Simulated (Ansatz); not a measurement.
# ZnS: the cost of one run

Method: DFT r2SCAN, scalar-relativistic, plane waves, PAW, in Ansatz 0.2.0.

### 1 The system as given

The structure is cubic, space group F-43m (No. 216). Conventional cell: a = 5.409 Å, b = 5.409 Å, c = 5.409 Å, α = 90.00°, β = 90.00°, γ = 90.00°. Around Zn (site symmetry -43m) lie 4 S at 2.34 Å. S (site symmetry -43m) has 4 Zn at 2.34 Å as nearest neighbours.

As a file:

```
Zn S
1.0
     0.00000    2.70465    2.70465
     2.70465    0.00000    2.70465
     2.70465    2.70465    0.00000
Zn S
1 1
Direct
  0.00000 0.00000 0.00000
  0.75000 0.75000 0.75000
```

No relaxation comes first: the listed cell is the starting point.

### 2 Zero of energy

The reference gives a free energy of -4233.4491 eV, pressure -0.86 GPa, largest force 0.000 eV/Å and gap on the mesh 2.65 eV. It was computed beforehand with the settings of the runs below.

### 3 Next: one atom moved over a plane

Atom 2 (S) is moved by p along (1.000, 0.000, 0.000) and q along (0.000, 1.000, 0.000) (Å), all else fixed; its images in the other cells move with it. Points alike by symmetry are run once.

### 4 Point p = -0.200, q = -0.200

input.yaml

```yaml
crystal:
  lattice:
    - [0.0, 2.70465, 2.70465]
    - [2.70465, 0.0, 2.70465]
    - [2.70465, 2.70465, 0.0]
  atoms:
    - { symbol: Zn, position: [0.0, 0.0, 0.0] }
    - { symbol: S, position: [0.75, 0.75, 0.6760532786] }
basis:
  ecutwfc: 500
kpoints:
  mp_grid: { grid: [8, 8, 8] }
hamiltonian:
  xc: r2scan
scf:
  occupations: { method: gaussian, width: 0.05 }
output:
  forces: true
  stress: true
  eigenvalues: true
```

Launch:

```console
ansatz run input.yaml --threads 1 --pin off --max-ram 2560MiB --backend cpu --events-out ev --progress --plain --runs-dir out
```

What time and memory should one allow on 1 thread of Intel Xeon at 2.50GHz (Skylake/Cascade Lake), shared host?

About 33 s, with a peak of 0.55 GiB.
